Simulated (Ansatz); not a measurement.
## Lattice dynamics of RbCl (Fm-3m)

Aim: the vibrations of RbCl (Fm-3m), their spectra, and whether the structure is stable.

Calculated with Ansatz 0.2.0; DFT PBE, scalar-relativistic, plane waves, PAW.

The database entry behind the starting cell differs from later determinations by our own check (about 0.5 % short), so it need not match the best structure at ambient conditions.

### 1. Starting point

Symmetry: Fm-3m, No. 225, cubic system. Conventional cell: a = 6.548 Å, b = 6.548 Å, c = 6.548 Å, α = 90.00°, β = 90.00°, γ = 90.00°. Nearest to Rb lie 6 Cl at 3.27 Å. Nearest to Cl lie 6 Rb at 3.27 Å. Farther neighbours and most contacts between anions are not listed.

### 2. Bringing the structure to rest

The cell and atoms are relaxed, since residual forces and stress would shift the frequencies.

File input.yaml:

```yaml
crystal:
  lattice:
    - [0.0, 3.274, 3.274]
    - [3.274, 0.0, 3.274]
    - [3.274, 3.274, 0.0]
  atoms:
    - { symbol: Rb, position: [0.0, 0.0, 0.0] }
    - { symbol: Cl, position: [0.5, 0.5, 0.5] }
kpoints:
  mp_grid: { grid: [6, 6, 6] }
hamiltonian:
  xc: pbe
scf:
  occupations: { method: gaussian, width: 0.02 }
output:
  forces: true
  stress: true
  eigenvalues: true
relax:
  adjacent_minimum: "off"
  f_tol: 0.005
  max_steps: 80
  cell: { stress_tol: 0.05 }
```

Run with:

```console
> ansatz run input.yaml --threads 4 --pin off --max-ram 7168MiB --backend cpu --events-out ev --progress --plain --runs-dir out
```

Numbers of over 12 decimals in the logs are rounded to 6 here.

What it wrote:

```text
Engine: ansatz 0.2.0, aarch64-unknown-linux-gnu
Pseudopotentials: kind: paw
Pseudopotential: Rb, paw, valence charge 9, recommended cutoff 420 eV (normal), Rb.paw.azcp
Pseudopotential: Cl, paw, valence charge 7, recommended cutoff 420 eV (normal), Cl.paw.azcp
Functional definition: PBE
  parameter kappa = 0.804
  parameter beta = 0.066725
  exchange = pbe_x(kappa = kappa, mu = beta*pi^2/3)
  correlation = pbe_c(beta = beta)
Crystal: 2 atoms, lattice volume = 70.189 Å³
Basis set: ecut = 420 eV, 1363 PW (Γ), exchange–correlation on 64×64×64 points (8 copies of the dense FFT grid, shifted against one another)
Bands: 12, of which v1, the nominal top of the filled ones, is band 8 counted from 1 (7 counted from 0)
Symmetry: 48 space group operations
Space group: Fm-3m (ITA 225), of the structure as read, at distance tolerance 4.1e-5 Å
k-points: 16 of 216
Non-local potential: Rb, projectors of the file, l = 0: 3, l = 1: 2, l = 2: 2
Non-local potential: Cl, projectors of the file, l = 0: 2, l = 1: 2, l = 2: 2
PAW form: soft (Blöchl's): semilocal exchange-correlation on the pseudo side does not see the compensation charge
PAW one-centre angular grid: Rb, 110 points (default); XC on 64 Gauss nodes
PAW one-centre angular grid: Cl, 110 points (default); XC on 64 Gauss nodes
Initial density: superposition of atomic densities (neutral atoms: chi_scale 0, normalization atom), corrected by the library's trained network
Initial wavefunctions: pseudopotential atomic-orbital guess
Functional: x = pbe(κ = 0.804, μ = 0.219515), c = pbe(β = 0.066725)
SCF iter   1: F=—  HF=-4350.748126 eV  |F-HF|=—  |Δ(HF+E_count)|=         —  Δρ=2.33e-4  dr2=5.29e-5  ethr=1.77e-3  ⟨swp⟩=8.2  Hψ=1370  notcnv=0
preconditioner: auto → none  [insulator: Δε(μ)=5.044 eV  Ē_g=13.826 eV  σ=0.020 eV  W_gap=1.00  n_scr=14 (ndim 8)  ℏωp=16.6 eV  f_vac=0.096  D(μ)=0.00/eV (n_scr^D=0)  ε∞_Penn≈2.4]
SCF iter   2: F=—  HF=-4350.748415 eV  |F-HF|=—  |Δ(HF+E_count)|=   2.89e-4  Δρ=9.44e-5  dr2=4.91e-6  ethr=3.31e-7  ⟨swp⟩=3.4  Hψ=601  notcnv=0
SCF iter   3: F=—  HF=-4350.748426 eV  |F-HF|=—  |Δ(HF+E_count)|=   1.10e-5  Δρ=3.12e-5  dr2=3.37e-7  ethr=3.07e-8  ⟨swp⟩=2.0  Hψ=303  notcnv=0
iter 4 did not close the SCF: its close was put off for the readings that it lacked (scf_convergence_deferred on its scf_iter line)
SCF iter   4: F=-4350.748427 eV  HF=-4350.748427 eV  |F-HF|=1.93e-8  |Δ(HF+E_count)|=   1.54e-6  Δρ=8.83e-6  dr2=9.88e-8  ethr=2.10e-9  ⟨swp⟩=2.0  Hψ=304  notcnv=0
iter 5 did not close the SCF: its close was put off for the readings that it lacked (scf_convergence_deferred on its scf_iter line)
SCF iter   5: F=-4350.748427 eV  HF=-4350.748427 eV  |F-HF|=2.71e-9  |Δ(HF+E_count)|=   2.08e-8  Δρ=1.49e-6  dr2=9.18e-10  ethr=6.18e-10  ⟨swp⟩=2.0  Hψ=300  notcnv=0
SCF iter   6: F=-4350.748427 eV  HF=-4350.748427 eV  |F-HF|=3.31e-10  |Δ(HF+E_count)|=   3.04e-9  Δρ=4.11e-7  dr2=3.83e-11  ethr=5.74e-12  ⟨swp⟩=1.9  Hψ=572  notcnv=0
SCF 1 converged in 6 iterations: F = -4350.748427 eV  dr2 = 3.83e-11
  greatest PAW one-centre occupation: 0.973 electrons in one spin orbital (limit 2), on the Rb atom at site 0 (counted from 0), in its partial waves of l = 0
relax step   1: F+E_penalty+E_count = -4350.74842742 eV  Δ(F+E_penalty+E_count) = +0.000e0 eV  max|allowed force component| = 3.524e-29 eV/Å  Δτ_max = 0.0000 Å  P = +1.150 GPa  Ω = 70.189 Å³  (6 SCF iters, dr2 threshold 1.00e-7 eV, accepted)
Crystal: 2 atoms, lattice volume = 72.663 Å³
Basis set: ecut = 420 eV, 1411 PW (Γ), exchange–correlation on 64×64×64 points (8 copies of the dense FFT grid, shifted against one another)
Initial density: handed on by an earlier stage of this run
Initial wavefunctions: those handed on with the density
iter 1 solved again at ethr=6.72e-6 eV; its pass at ethr=3.10e-3 eV (dr2=1.07e-3 eV) is discarded
SCF iter   1: F=—  HF=-4350.761429 eV  |F-HF|=—  |Δ(HF+E_count)|=         —  Δρ=7.39e-4  dr2=1.01e-3  ethr=6.72e-6  ⟨swp⟩=1.7  Hψ=1485  notcnv=0
preconditioner: auto → none  [insulator: Δε(μ)=4.984 eV  Ē_g=13.762 eV  σ=0.020 eV  W_gap=1.00  n_scr=14 (ndim 8)  ℏωp=16.3 eV  f_vac=0.109  D(μ)=0.00/eV (n_scr^D=0)  ε∞_Penn≈2.4]
SCF iter   2: F=—  HF=-4350.761129 eV  |F-HF|=—  |Δ(HF+E_count)|=   3.00e-4  Δρ=3.97e-4  dr2=1.12e-4  ethr=6.34e-6  ⟨swp⟩=3.1  Hψ=374  notcnv=0
SCF iter   3: F=—  HF=-4350.761144 eV  |F-HF|=—  |Δ(HF+E_count)|=   1.53e-5  Δρ=1.53e-4  dr2=1.69e-5  ethr=7.00e-7  ⟨swp⟩=2.0  Hψ=243  notcnv=0
SCF iter   4: F=—  HF=-4350.761158 eV  |F-HF|=—  |Δ(HF+E_count)|=   1.36e-5  Δρ=6.23e-5  dr2=3.75e-6  ethr=1.06e-7  ⟨swp⟩=2.1  Hψ=230  notcnv=0
SCF iter   5: F=-4350.761161 eV  HF=-4350.761161 eV  |F-HF|=2.30e-7  |Δ(HF+E_count)|=   2.56e-6  Δρ=1.37e-5  dr2=1.84e-7  ethr=1.25e-9  ⟨swp⟩=4.2  Hψ=1115  notcnv=0
SCF 2 converged in 5 iterations: F = -4350.761161 eV  dr2 = 1.84e-7
relax step   2: F+E_penalty+E_count = -4350.76116080 eV  Δ(F+E_penalty+E_count) = -1.273e-2 eV  max|allowed force component| = 2.186e-30 eV/Å  Δτ_max = 0.0000 Å  P = +0.520 GPa  Ω = 72.663 Å³  energy of the carried Pulay correction = -1.056e-5 eV  (5 SCF iters, dr2 threshold 2.00e-7 eV, accepted)
Crystal: 2 atoms, lattice volume = 74.841 Å³
Basis set: ecut = 420 eV, 1459 PW (Γ), exchange–correlation on 64×64×64 points (8 copies of the dense FFT grid, shifted against one another)
iter 1 solved again at ethr=5.03e-6 eV; its pass at ethr=3.10e-3 eV (dr2=8.05e-4 eV) is discarded
SCF iter   1: F=—  HF=-4350.765219 eV  |F-HF|=—  |Δ(HF+E_count)|=         —  Δρ=6.47e-4  dr2=8.08e-4  ethr=5.03e-6  ⟨swp⟩=1.4  Hψ=1485  notcnv=0
preconditioner: auto → none  [insulator: Δε(μ)=4.887 eV  Ē_g=13.692 eV  σ=0.020 eV  W_gap=1.00  n_scr=14 (ndim 8)  ℏωp=16.1 eV  f_vac=0.118  D(μ)=0.00/eV (n_scr^D=0)  ε∞_Penn≈2.4]
SCF iter   2: F=—  HF=-4350.764977 eV  |F-HF|=—  |Δ(HF+E_count)|=   2.42e-4  Δρ=3.51e-4  dr2=9.08e-5  ethr=5.03e-6  ⟨swp⟩=2.8  Hψ=363  notcnv=0
SCF iter   3: F=—  HF=-4350.764993 eV  |F-HF|=—  |Δ(HF+E_count)|=   1.64e-5  Δρ=1.36e-4  dr2=1.38e-5  ethr=5.67e-7  ⟨swp⟩=2.0  Hψ=240  notcnv=0
SCF iter   4: F=—  HF=-4350.765004 eV  |F-HF|=—  |Δ(HF+E_count)|=   1.08e-5  Δρ=4.87e-5  dr2=2.40e-6  ethr=8.65e-8  ⟨swp⟩=2.2  Hψ=233  notcnv=0
SCF iter   5: F=-4350.765006 eV  HF=-4350.765006 eV  |F-HF|=1.48e-7  |Δ(HF+E_count)|=   1.79e-6  Δρ=9.48e-6  dr2=9.33e-8  ethr=1.25e-9  ⟨swp⟩=4.0  Hψ=1104  notcnv=0
SCF 3 converged in 5 iterations: F = -4350.765006 eV  dr2 = 9.33e-8
relax step   3: F+E_penalty+E_count = -4350.76500584 eV  Δ(F+E_penalty+E_count) = -3.845e-3 eV  max|allowed force component| = 1.722e-29 eV/Å  Δτ_max = 0.0000 Å  P = +0.059 GPa  Ω = 74.841 Å³  energy of the carried Pulay correction = -1.956e-5 eV  (5 SCF iters, dr2 threshold 2.00e-7 eV, accepted)
[...]
relax step   4: F+E_penalty+E_count = -4350.76506210 eV  Δ(F+E_penalty+E_count) = -5.627e-5 eV  max|allowed force component| = 5.736e-30 eV/Å  Δτ_max = 0.0000 Å  P = +0.004 GPa  Ω = 75.132 Å³  energy of the carried Pulay correction = -2.074e-5 eV  (5 SCF iters, dr2 threshold 8.84e-9 eV, accepted)
Initial wavefunctions: pseudopotential atomic-orbital guess (no wavefunctions were taken with the density)
iter 1 solved again at ethr=1.07e-6 eV; its pass at ethr=3.10e-3 eV (dr2=1.71e-4 eV) is discarded
SCF iter   1: F=—  HF=-4350.765093 eV  |F-HF|=—  |Δ(HF+E_count)|=         —  Δρ=2.22e-5  dr2=3.44e-8  ethr=1.07e-6  ⟨swp⟩=3.2  Hψ=1921  notcnv=0
eigensolver tolerance schedule: the retry pair's looser diagonalisation over-reported the residual by 4977.12 of it (diagonalisation noise at an unbounded share of the residual, at the tolerance the schedule requests for it); recorded, not acted on — ethr = c·dr2/N_el stays at c = 1.0e-1
preconditioner: auto → none  [insulator: Δε(μ)=4.835 eV  Ē_g=13.672 eV  σ=0.020 eV  W_gap=1.00  n_scr=14 (ndim 8)  ℏωp=16.0 eV  f_vac=0.111  D(μ)=0.00/eV (n_scr^D=0)  ε∞_Penn≈2.4]
SCF iter   2: F=—  HF=-4350.765097 eV  |F-HF|=—  |Δ(HF+E_count)|=   4.53e-6  Δρ=1.09e-5  dr2=8.49e-9  ethr=2.15e-10  ⟨swp⟩=3.0  Hψ=383  notcnv=0
SCF iter   3: F=—  HF=-4350.765099 eV  |F-HF|=—  |Δ(HF+E_count)|=   2.05e-6  Δρ=2.14e-6  dr2=3.59e-9  ethr=5.30e-11  ⟨swp⟩=2.0  Hψ=304  notcnv=0
SCF iter   4: F=—  HF=-4350.765099 eV  |F-HF|=—  |Δ(HF+E_count)|=   1.51e-8  Δρ=4.44e-7  dr2=1.14e-10  ethr=2.25e-11  ⟨swp⟩=2.0  Hψ=239  notcnv=0
SCF iter   5: F=-4350.765099 eV  HF=-4350.765099 eV  |F-HF|=9.09e-13  |Δ(HF+E_count)|=  2.94e-10  Δρ=9.24e-8  dr2=7.10e-12  ethr=1.00e-12  ⟨swp⟩=7.4  Hψ=992  notcnv=0
SCF 5 converged in 5 iterations: F = -4350.765099 eV  dr2 = 7.10e-12
relax step   5: F+E_penalty+E_count = -4350.76509947 eV  Δ(F+E_penalty+E_count) = -3.737e-5 eV  max|allowed force component| = 5.407e-30 eV/Å  Δτ_max = 0.0000 Å  P = +0.005 GPa  Ω = 75.132 Å³  stress off target by 5.21e-3 GPa  SCF on the basis re-selected at this cell (its energy is not comparable with the rows above)  (5 SCF iters)
basis re-selected at this cell: Δ(F+E_penalty+E_count) = -3.737e-5 eV, ΔP = +0.001 GPa vs the last step (what re-selecting the basis moved, of the pressure what is left beyond the Pulay correction that the steps carried, after the strain that the cell walked since its last selection, with what the two solves' SCF thresholds leave and, on support functions, any second-order correction that the steps lacked; it is no m [...]
SCF converged after 5 iterations
Free energy (F): -4350.765099 eV
Harris-Foulkes:  -4350.765099 eV  (|F-HF|=9.09e-13)
Internal energy: -4350.765099 eV  (E = F + TS)
E sigma→0 (E₀):  -4350.765099 eV
Fermi energy:    3.081795 eV
--- Per-component energies (eV) ---
  E_band       = -112.059808
  E_kinetic    = 354.429506
  E_local      = -830.921858  (includes V_loc(G=0)·N_el)
  E_nonlocal   = 201.512466
  E_hartree    = 228.466759
  E_xc         = -238.685788
  E_vxc        = -260.148409  (∫ρ·V_xc dr)
  E_paw        = -3277.314866  (= ΣΔE_a)
  E_vpaw       = -33.865133  (= ΣTr[D̂ρ^β])
  E_aug_tail   = 0.000089  (compensation charges beyond the density's cutoff)
  E_ewald      = -788.251409
  E_smearing   = -0.000000  (= −TS)
  E_closure    = 0.000000  (closes the sum)
  Σ components = -4350.765099   (vs F -4350.765099, Δ=0.00e0)
--- Forces (eV/Å), atoms counted from 1 ---
  atom   1  Rb    -0.00000000     0.00000000     0.00000000
  atom   2  Cl     0.00000000    -0.00000000    -0.00000000
  max |Σ_I F_I| component: 1.02e-29 eV/Å
--- Stress (GPa, compression-positive) ---
        0.005214      -0.000000      -0.000000
       -0.000000       0.005214      -0.000000
       -0.000000      -0.000000       0.005214
  P = ⅓ Tr σ = 0.0052 GPa (0.052 kbar)
--- Band table (eV; the first three rows and the last of 16) ---
  k-point 0: bands = [... 4 lower, -7.4343, 0.6640, 0.6640, 0.6640, 5.4995, 8.6089, 8.6089, 8.6089]
  k-point 1: bands = [... 4 lower, -7.4304, 0.4320, 0.5869, 0.5869, 6.0873, 8.4314, 8.9338, 8.9338]
  k-point 2: bands = [... 4 lower, -7.4229, 0.0464, 0.4403, 0.4403, 7.3815, 8.3791, 9.8273, 9.8273]
  k-point 15: bands = [... 4 lower, -7.4501, 0.3405, 0.3804, 0.4871, 7.5437, 9.0598, 9.2072, 10.2551]
--- Relaxed structure (4 steps of the walk, 4 accepted, 1 SCFs on fresh bases) ---
  F+E_penalty+E_count = -4350.76509947 eV   max|allowed force component| = 5.407e-30 eV/Å   (the final SCF, on the basis selected at the relaxed cell)
  cell:  # Å, volume = 75.1319 Å³
    - [0, 3.349126, 3.349126]
    - [3.349126, 0, 3.349126]
    - [3.349126, 3.349126, 0]
  atoms:
    - { symbol: Rb, position: [0, 0, 0] }
    - { symbol: Cl, position: [0.5, 0.5, 0.5] }
```

Run time: 1.7 s. Hardware: 4 threads of Arm Neoverse V2, shared host; peak memory 0.32 GiB.

Relaxation path:

```tsv
step	energy less that of the first step (eV)	largest force component (eV/Å)	pressure (GPa)	volume (Å³)
1	0.0000	0.0000	1.15	70.19
2	-0.0127	0.0000	0.52	72.66
3	-0.0166	0.0000	0.06	74.84
4	-0.0166	0.0000	0.00	75.13
5*	-0.0167	0.0000	0.01	75.13
```

Relaxation steps marked * repeat the geometry before them on a plane-wave basis chosen anew for their cell, so energy and pressure can jump there.

Forces are held to the 48 operations that the run works with; a distortion that breaks them can't arise in this run.

```tsv
conventional cell, symmetrised	before	after	change
a (Å)	6.548	6.698	+2.3 %
b (Å)	6.548	6.698	+2.3 %
c (Å)	6.548	6.698	+2.3 %
volume (Å³/atom)	35.09	37.57	+7.0 %
```

Final coordinates:

```xyz
2
Lattice="0.0000 3.3491 3.3491 3.3491 0.0000 3.3491 3.3491 3.3491 0.0000" Properties=species:S:1:pos:R:3 pbc="T T T"
Rb    0.0000    0.0000    0.0000
Cl    3.3491    3.3491    3.3491
```

This step gave:

```
pressure           : 0.005214 GPa
gap on the k-mesh  : 4.835 eV
volume per atom    : 37.57 Å³
direct gap on mesh : 4.835 eV
```

In this step the volume went from 35.09 to 37.57 Å³/atom.

### 3. Relaxing to small forces for the phonons

Phonons need a cell at rest on their own settings, so the relaxation is repeated with tight tolerances on forces and stress, using the mesh and the filling of the phonon run that follows.

File input.yaml:

```yaml
crystal:
  lattice:
    - [0.0, 3.349126005, 3.349126005]
    - [3.349126005, 0.0, 3.349126005]
    - [3.349126005, 3.349126005, 0.0]
  atoms:
    - { symbol: Rb, position: [0.0, 0.0, 0.0] }
    - { symbol: Cl, position: [0.5, 0.5, 0.5] }
kpoints:
  mp_grid: { grid: [8, 8, 8] }
hamiltonian:
  xc: pbe
scf:
  occupations: { method: fixed }
output:
  forces: true
  stress: true
  eigenvalues: true
relax:
  adjacent_minimum: "off"
  f_tol: 0.001
  max_steps: 60
  cell: { stress_tol: 0.01 }
```

What it wrote:

```text
[...]
Crystal: 2 atoms, lattice volume = 75.132 Å³
Basis set: ecut = 420 eV, 1459 PW (Γ), exchange–correlation on 64×64×64 points (8 copies of the dense FFT grid, shifted against one another)
Bands: 12, of which v1, the nominal top of the filled ones, is band 8 counted from 1 (7 counted from 0)
Symmetry: 48 space group operations
[...]
k-points: 29 of 512
[...]
k-point 28: bands = [... 4 lower, -7.4277, 0.2702, 0.4280, 0.4280, 8.2500, 8.2500, 9.7326, 9.7864]
--- Relaxed structure (1 steps of the walk, 1 accepted, 1 SCFs on fresh bases) ---
[...]
cell:  # Å, volume = 75.1319 Å³
    - [0.0, 3.349126005, 3.349126005]
    - [3.349126005, 0.0, 3.349126005]
    - [3.349126005, 3.349126005, 0.0]
  atoms:
    - { symbol: Rb, position: [0.0, 0.0, 0.0] }
    - { symbol: Cl, position: [0.5, 0.5, 0.5] }
[key lines of the parts left out:]
SCF converged after 7 iterations
Free energy (F): -4350.765100 eV
Fermi energy:    0.664043 eV
P = ⅓ Tr σ = 0.0052 GPa (0.052 kbar)
```

Run time: 1.1 s. Hardware: 4 threads; peak memory 0.33 GiB.

Little changed from the start: no atom moved by 0.005 Å and no cell edge by 0.1 %.

This step gave:

- pressure: 0.005207 GPa

The forces vanish by symmetry and the pressure is 0.005 GPa, within the tolerances set. The cell now holds 37.57 Å³/atom.

(Part 1 of 3 ends here.)

[Logs are printed without paths, hosts, clocks, repeated set-up lines and the standing remarks that a program may print on its own settings, such as how far it seeks lower states.]

[Hosts, paths, dates, database ids (printed as entryN), source tags and the programs' standing remarks are cut or masked in the printed files.]
